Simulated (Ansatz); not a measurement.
## GePt (model cell, started as wurtzite): following an unstable mode

Aim: this structure of GePt (model cell, started as wurtzite) is to be tested for unstable modes, and one is followed downhill.

Program: Ansatz 0.2.0. Level of theory: DFT PBE, scalar-relativistic, plane waves, PAW. Results are calculated unless marked as measured.

Most raw output is cut from this account.

The structure was built from a prototype and need not be the compound's stable phase.

## Step 1: Starting point

It takes space group P6_3mc (No. 186, hexagonal). The conventional cell has a = 3.928 Å, b = 3.928 Å, c = 6.681 Å, α = 90.00°, β = 90.00°, γ = 120.00°. Nearest to Pt lie 4 Ge at 2.43 to 2.45 Å. Nearest to Ge lie 4 Pt at 2.43 to 2.45 Å. Farther neighbours are not listed.

## Step 2: Response at finite wavevector

The cell comes from relaxations at this level that are not shown. Stability and thermal properties need the whole zone. Linear response on a 2×2×2 q mesh gives force constants as far as a supercell of that size would.

Input file input.yaml:

```yaml
crystal:
  lattice:
    - [3.9283139825, 2.8143e-06, 0.0]
    - [-1.9641594285, 3.4020182958, 0.0]
    - [0.0, 0.0, 6.680801802]
  atoms:
    - { symbol: Pt, position: [0.3333333333, 0.6666666667, 0.0037945852] }
    - { symbol: Pt, position: [0.6666666667, 0.3333333333, 0.5037945852] }
    - { symbol: Ge, position: [0.3333333333, 0.6666666667, 0.3712054148] }
    - { symbol: Ge, position: [0.6666666667, 0.3333333333, 0.8712054148] }
kpoints:
  mp_grid: { grid: [12, 12, 6] }
hamiltonian:
  xc: pbe
scf:
  occupations: { method: methfessel_paxton, width: 0.2 }
output:
  eigenvalues: true
phonons:
  method: dfpt
  qmesh: [2, 2, 2]
  temperatures: { t_max: 1000, t_step: 50 }
  qpath:
    path:
      - [[0.0, 0.0, 0.0], [0.5, 0.0, 0.0], [0.33333333, 0.33333333, 0.0], [0.0, 0.0, 0.0], [0.0, 0.0, 0.5], [0.5, 0.0, 0.5], [0.33333333, 0.33333333, 0.5], [0.0, 0.0, 0.5]]
      - [[0.5, 0.0, 0.5], [0.5, 0.0, 0.0]]
      - [[0.33333333, 0.33333333, 0.5], [0.33333333, 0.33333333, 0.0]]
    npoints: 10
```

Command:

```
ansatz run input.yaml --threads 4 --pin off --max-ram 7168MiB --backend cpu --events-out ev --progress --plain --runs-dir out
```

Wall time 13 min (4 threads of Arm Neoverse V1, shared host); peak memory 3.4 GiB; 50 min of CPU time.

Numbers from this step:

- volume per atom: 22.32 Å³
- gap on the k-mesh: 0 eV
- sum-rule residual before enforcement: 6.99e-5 eV/Å²
- lowest frequency on the path: -26.47 cm⁻¹
- point group: 6mm
- highest frequency on the path or at a solved wavevector: 222.8 cm⁻¹
- highest optical mode at the zone centre (no LO-TO term): 222.0 cm⁻¹
- lowest optical zone-centre mode: 11.01 cm⁻¹
- lowest mode on the q mesh (acoustic modes at Γ apart): -21.76 cm⁻¹

Frequencies (cm⁻¹) solved at each irreducible wavevector; negative means imaginary. Frequencies by wavevector, by row:

```csv
q in reciprocal lattice units,star,mode 1,mode 2,mode 3,mode 4,mode 10,mode 11,mode 12
0 0 0,1,0,0,0,11,216,216,222
0 0 -0.5,1,8.6,8.6,8.6,8.6,213.6,220.4,220.4
0 -0.5 0,3,-21.8,-19.9,15.2,17.9,211.2,212,215.3
0 -0.5 -0.5,3,-5.6,-5.6,11.9,11.9,207.1,213.1,213.1
```

Interpolated from a 2×2×2 q mesh, rough between the solved points. The phonon branches at the labelled points (cm⁻¹):

```csv
point,branch 1,branch 2,branch 3,branch 4,branch 9,branch 10,branch 11,branch 12
Γ,0,0,0,11,210,216,216,222
halfway,-18,-14,16,27,208,214,214,221
M,-22,-20,15,18,211,211,212,215
halfway,-24,-17,22,38,204,210,212,220
K,-18,-18,34,42,207,207,212,222
halfway,-22,-20,17,37,207,209,218,220
Γ,0,0,0,11,210,216,216,222
halfway,5,5,10,10,211,215,215,223
A,9,9,9,9,214,214,220,220
halfway,11,11,23,23,210,210,218,218
L,-6,-6,12,12,207,207,213,213
halfway,-19,-19,32,32,208,208,215,215
H,-21,-21,39,39,207,207,216,216
halfway,-11,-11,30,30,209,209,217,217
A,9,9,9,9,214,214,220,220
jump to L,-6,-6,12,12,207,207,213,213
halfway,-19,-14,15,17,210,210,212,215
M,-22,-20,15,18,211,211,212,215
jump to H,-21,-21,39,39,207,207,216,216
halfway,-20,-20,35,41,207,207,213,220
K,-18,-18,34,42,207,207,212,222
```

Symmetry leaves 4 wavevectors to solve. The lowest mode among them, the acoustic zeros apart, lies at q = (0, -0.5, 0) and is imaginary, 21.8i cm⁻¹, so the energy falls along it. Between them the interpolated path dips to 26i cm⁻¹.

## Step 3: The mode frozen in, largest atomic shift 0 Å

The mode followed lies at q = (0, -0.5, 0) with frequency 21.8i cm⁻¹, the softest among the wavevectors solved. At small amplitude the distorted cell has space group no. 26 by a symmetry search on the positions. The undistorted cell that holds it gives the zero of energy on the same k mesh.

System of this step: GePt (model cell, started as wurtzite). The structure is hexagonal, space group P6_3mc (No. 186). Conventional cell: a = 3.928 Å, b = 3.928 Å, c = 6.681 Å, α = 90.00°, β = 90.00°, γ = 120.00°. Nearest to Pt lie 4 Ge at 2.43 to 2.45 Å. Nearest to Ge lie 4 Pt at 2.43 to 2.45 Å. Farther neighbours are not listed.

Input file input.yaml:

```yaml
crystal:
  lattice:
    - [-3.9283139825, -2.8143e-06, 0.0]
    - [0.0, 0.0, -6.680801802]
    - [4.8745e-06, -6.8040394059, 0.0]
  atoms:
    - { symbol: Pt, position: [0.5, 0.9962054148, 0.1666666667] }
    - { symbol: Pt, position: [0.0, 0.9962054148, 0.6666666667] }
    - { symbol: Pt, position: [0.0, 0.4962054148, 0.3333333333] }
    - { symbol: Pt, position: [0.5, 0.4962054148, 0.8333333333] }
    - { symbol: Ge, position: [0.5, 0.6287945852, 0.1666666667] }
    - { symbol: Ge, position: [0.0, 0.6287945852, 0.6666666667] }
    - { symbol: Ge, position: [0.0, 0.1287945852, 0.3333333333] }
    - { symbol: Ge, position: [0.5, 0.1287945852, 0.8333333333] }
kpoints:
  mp_grid: { grid: [10, 6, 6] }
hamiltonian:
  xc: pbe
scf:
  occupations: { method: methfessel_paxton, width: 0.2 }
output:
  forces: true
  stress: true
  eigenvalues: true
```

It took 34 s on 4 threads; peak memory 1.1 GiB.

Numbers from this step:

| Item | Value |
| --- | --- |
| pressure | 0.01824 GPa |
| energy from the undistorted cell | 0 meV/atom |

The run ends at a pressure of 0.02 GPa, with forces up to 0.017 eV/Å.

## Step 4: The mode frozen in, largest atomic shift 0.14 Å

The atoms are moved along the unstable eigenvector, the largest shift by 0.14 Å, with the cell fixed.

Input file input.yaml:

```yaml
crystal:
  lattice:
    - [-3.9283139825, -2.8143e-06, 0.0]
    - [0.0, 0.0, -6.680801802]
    - [4.8745e-06, -6.8040394059, 0.0]
  atoms:
    - { symbol: Pt, position: [0.5, 0.9835773708, 0.1776476691] }
    - { symbol: Pt, position: [0.0, 1.0088334589, 0.6556856643] }
    - { symbol: Pt, position: [0.0, 0.5088334589, 0.3443143357] }
    - { symbol: Pt, position: [0.5, 0.4835773708, 0.8223523309] }
    - { symbol: Ge, position: [0.5, 0.6119579978, 0.1544160626] }
    - { symbol: Ge, position: [0.0, 0.6456311725, 0.6789172708] }
    - { symbol: Ge, position: [0.0, 0.1456311725, 0.3210827292] }
    - { symbol: Ge, position: [0.5, 0.1119579978, 0.8455839374] }
kpoints:
  mp_grid: { grid: [10, 6, 6] }
hamiltonian:
  xc: pbe
scf:
  occupations: { method: methfessel_paxton, width: 0.2 }
output:
  forces: true
  stress: true
  eigenvalues: true
  write_density: true
  write_potential: true
  elf: true
  volumetric_format: npy
```

It took 47 s on 4 threads; peak memory 1.1 GiB.

Numbers from this step:

```
pressure                         : -0.8861 GPa
energy from the undistorted cell : -1.047 meV/atom
```

The energy, extrapolated to zero smearing, is -1.05 meV/atom against the undistorted cell.

The run ends at a pressure of -0.89 GPa, with forces up to 0.16 eV/Å.

## Step 5: Energy along the mode, all amplitudes (two of the runs are shown above)

An imaginary frequency means negative curvature, so the energy should fall and then rise again as anharmonic terms take over.

This step gave:

* depth at the lowest point sampled: 1.047 meV/atom
* largest atomic shift at that point: 0.14 Å

The energy from the parent by largest atomic shift:

```csv
largest atomic shift (Å),energy from the parent (meV/atom)
0.000,0
0.040,-0.144
0.080,-0.517
0.140,-1.05
0.220,0.426
0.320,11.6
```

Displacement at unit largest shift by atom:

```csv
atom,x (Å),y (Å),z (Å),size
Pt1,0.000,-0.534,0.603,0.805
Pt2,0.000,0.534,-0.603,0.805
Pt3,0.000,-0.534,-0.603,0.805
Pt4,0.000,0.534,0.603,0.805
Ge5,0.000,0.595,0.803,0.999
Ge6,0.000,-0.595,-0.803,0.999
Ge7,0.000,0.595,-0.803,0.999
Ge8,0.000,-0.595,0.803,0.999
```

The lowest of the steps tried is at 0.14 Å, 1.05 meV/atom below the parent; the bottom of the well need not coincide with a step.

## Step 6: Relaxing from the distorted cell

Starting from the lowest point found, all atoms and the cell are let go, so that strain and other modes of the same symmetry can join in.

Changes to input.yaml since step 4:

```diff
@@ -24,5 +24,6 @@
   eigenvalues: true
-  write_density: true
-  write_potential: true
-  elf: true
-  volumetric_format: npy
+relax:
+  adjacent_minimum: "off"
+  f_tol: 0.002
+  max_steps: 120
+  cell: { stress_tol: 0.03 }
```

It took 9 min on 4 threads; peak memory 1.4 GiB; 36 min of CPU time.

The steps of the relaxation:

```csv
step,energy less that of the first step (eV),largest force component (eV/Å),pressure (GPa),volume (Å³)
1,0.0000,0.1582,-0.89,178.57
2,-0.0186,0.0966,0.16,176.30
3,-0.1249,0.2814,0.19,172.21
4,-0.3962,0.3770,-1.19,166.79
5,-0.7429,0.4100,-3.89,160.15
6,-0.8607,0.3632,1.00,149.66
7,-0.8488,0.5951,-0.14,149.22
8,-0.9343,0.1735,0.57,150.42
9,-0.9522,0.0199,-0.10,151.38
10,-0.9518,0.0343,0.26,151.25
11,-0.9524,0.0010,0.00,151.37
12*,-0.9440,0.0007,0.00,151.37
```

Relaxation steps marked * repeat the geometry before them on a plane-wave basis chosen anew for their cell, so energy and pressure can jump there. Relaxation steps 7, 10 were tried and not accepted.

Forces are held to the 4 operations that the run works with; a distortion that breaks them can't arise in this run.

```csv
cell as run,before,after,change
a (Å),3.928,3.558,-9.4 %
b (Å),6.681,6.488,-2.9 %
c (Å),6.804,6.558,-3.6 %
volume (Å³/atom),22.32,18.92,-15.2 %
```

The atoms that moved most (Å, as changes of fractional coordinates times the final cell):

```csv
atom,dx,dy,dz,length
Pt1,0.000,-0.632,0.364,0.730
Pt4,0.000,0.632,0.364,0.730
Ge5,0.000,0.567,0.191,0.598
Ge8,0.000,-0.567,0.191,0.598
Pt3,0.000,0.179,-0.293,0.343
Pt2,0.000,-0.179,-0.293,0.343
Ge7,0.000,-0.072,-0.262,0.272
Ge6,0.000,0.072,-0.262,0.272
```

Numbers from this step:

| Item | Value |
| --- | --- |
| pressure | -1.79e-4 GPa |
| volume per atom | 18.92 Å³ |

The distorted start has space group Pmc2_1; the relaxation ends in Pmc2_1.

## Step 7: The new phase in its own primitive cell

The relaxed structure is symmetrised, reduced to its primitive cell and relaxed tightly, as its phonons need.

Input file input.yaml:

```yaml
crystal:
  lattice:
    - [3.5576588854, 0.0, 0.0]
    - [0.0, 6.5578346789, 0.0]
    - [0.0, 0.0, 6.4879041075]
  atoms:
    - { symbol: Pt, position: [0.5, 0.7259028399, 0.9275351709] }
    - { symbol: Pt, position: [0.0, 0.3169520496, 0.0539237059] }
    - { symbol: Pt, position: [0.0, 0.6830479504, 0.5539237059] }
    - { symbol: Pt, position: [0.5, 0.2740971601, 0.4275351709] }
    - { symbol: Ge, position: [0.5, 0.9320373132, 0.5825005233] }
    - { symbol: Ge, position: [0.0, 0.3320147388, 0.6860405999] }
    - { symbol: Ge, position: [0.0, 0.6679852612, 0.1860405999] }
    - { symbol: Ge, position: [0.5, 0.0679626868, 0.0825005233] }
kpoints:
  mp_grid: { grid: [10, 6, 6] }
hamiltonian:
  xc: pbe
scf:
  occupations: { method: methfessel_paxton, width: 0.2 }
output:
  forces: true
  stress: true
  eigenvalues: true
relax:
  adjacent_minimum: "off"
  f_tol: 0.001
  max_steps: 60
  cell: { stress_tol: 0.01 }
```

It took 1.7 min on 4 threads; peak memory 1.1 GiB; 6.8 min of CPU time.

Little changed from the start: no atom moved by 0.005 Å and no cell edge by 0.1 %.

Numbers from this step:

```
pressure : -4.07e-4 GPa
```

The largest force component left is 0.85 meV/Å and the pressure is 0.000 GPa, within the tolerances set. The cell now holds 18.92 Å³/atom.

## Step 8: Modes of the new phase, k-mesh 10×6×6

A relaxed structure may still be a saddle point, so its zone-centre modes are computed. No field response is asked, since the mesh shows no gap.

Input file input.yaml:

```yaml
crystal:
  lattice:
    - [3.5567272236, 0.0, 0.0]
    - [0.0, 6.5585415187, 0.0]
    - [0.0, 0.0, 6.4888112876]
  atoms:
    - { symbol: Pt, position: [0.5, 0.7259623868, 0.9275339416] }
    - { symbol: Pt, position: [0.0, 0.3169931253, 0.0538989093] }
    - { symbol: Pt, position: [0.0, 0.6830068747, 0.5538989093] }
    - { symbol: Pt, position: [0.5, 0.2740376132, 0.4275339416] }
    - { symbol: Ge, position: [0.5, 0.9320265588, 0.5825078504] }
    - { symbol: Ge, position: [0.0, 0.3320220711, 0.6860592987] }
    - { symbol: Ge, position: [0.0, 0.6679779289, 0.1860592987] }
    - { symbol: Ge, position: [0.5, 0.0679734412, 0.0825078504] }
kpoints:
  mp_grid: { grid: [10, 6, 6] }
hamiltonian:
  xc: pbe
scf:
  occupations: { method: methfessel_paxton, width: 0.2 }
output:
  eigenvalues: true
phonons:
  method: dfpt
```

The job ended after 12 min (4 threads; peak memory 3.9 GiB; 45 min of CPU time).

Numbers from this step:

* sum-rule residual before enforcement: 6.37e-5 eV/Å²
* point group: mm2
* highest optical mode at the zone centre (no LO-TO term): 281.8 cm⁻¹
* lowest optical zone-centre mode: 20.81 cm⁻¹

Patterns of degenerate modes are one choice out of their space. Modes at Γ, with each element's share of the kinetic energy:

```csv
mode,frequency (cm⁻¹),symmetry,Pt %,Ge %
1,0.0,acoustic,73,27
2,0.0,acoustic,73,27
3,0.0,acoustic,73,27
4,20.8,A2,70,30
5,45.4,B2,78,22
6,53.3,A2,71,29
7,56.5,A1,73,27
8,58.1,B1,73,27
9,85.8,B2,75,25
10,93.2,A1,74,26
11,113.5,A1,61,39
12,129.3,A1,63,37
13,134.9,B2,97,3
14,155.9,B2,21,79
15,168.8,B1,28,72
16,170.3,A2,31,69
17,192.1,A1,27,73
18,195.6,B2,35,65
19,206.0,A2,27,73
20,209.9,B1,26,74
21,252.4,A1,11,89
22,265.6,B2,8,92
23,276.5,A1,19,81
24,281.8,B2,13,87
```

Displacements in mode 4 (20.8 cm⁻¹), the largest set to 1:
```
Pt1 -0.93  0.00  0.00
Pt2  0.30  0.00  0.00
Pt3 -0.30  0.00  0.00
Pt4  0.93  0.00  0.00
Ge5 -0.26  0.00  0.00
Ge6  1.00  0.00  0.00
Ge7 -1.00  0.00  0.00
Ge8  0.26  0.00  0.00
```

Displacements in mode 16 (170.3 cm⁻¹), the largest set to 1:
```
Pt1  0.41  0.00  0.00
Pt2  0.02  0.00  0.00
Pt3 -0.02  0.00  0.00
Pt4 -0.41  0.00  0.00
Ge5  0.01  0.00  0.00
Ge6  1.00  0.00  0.00
Ge7 -1.00  0.00  0.00
Ge8 -0.01  0.00  0.00
```

Before it was imposed, the acoustic sum rule was missed by 6.4e-5 eV/Å². Small misses are needed for a sound result but don't prove that mesh and cutoff are converged. The lowest optical mode is real, 20.8 cm⁻¹.

## Step 9: What came out

| Quantity | Value |
| --- | --- |
| unstable mode of the parent | q = (0, -0.5, 0), 22i cm⁻¹ |
| depth at the lowest point sampled | 1.05 meV/atom |
| largest atomic shift at that point | 0.14 Å |
| space group reached (within 0.01 Å) | Pmc2_1 |
| energy gained over the parent (first relaxation, on the mesh of the frozen mode) | 119 meV/atom |
| volume per atom, phase reached | 18.9 Å³ |
| lowest optical zone-centre mode, phase reached | 20.8 cm⁻¹ |
| highest optical mode at the zone centre (no LO-TO term), phase reached | 282 cm⁻¹ |

Along this mode the structure falls into Pmc2_1, 119 meV/atom below the parent. At the parent's cell the well is 1.047 meV/atom deep on the steps tried, with its lowest point at a shift of 0.14 Å. Relaxing atoms and cell changes the gain by +118.07 meV/atom against the lowest step (energies at zero smearing). Most of the total comes from this relaxation. The new phase has no imaginary mode at the zone centre of its cell; other wavevectors were not checked. Each path keeps the symmetry of its pattern, so a lower phase may lie along a pattern not tried. The q mesh stands for a supercell only 7.9 Å across, so branches between the solved wavevectors are rough. With no gap, or one that is small against the smearing, the frequencies hang on the k mesh and the smearing, most of all near Kohn anomalies. Spin-orbit coupling is left out, which can matter for the heavy elements here. A phonon run warned that its eigensolver left some bands unconverged in a pass. The starting cell was built on a prototype and not taken from a measurement, so the phase need not exist.

[Logs are printed without paths, hosts, clocks, repeated set-up lines and the standing remarks that a program may print on its own settings, such as how far it seeks lower states.]

[Hosts, paths, dates, database ids (printed as entryN), source tags and the programs' standing remarks are cut or masked in the printed files.]
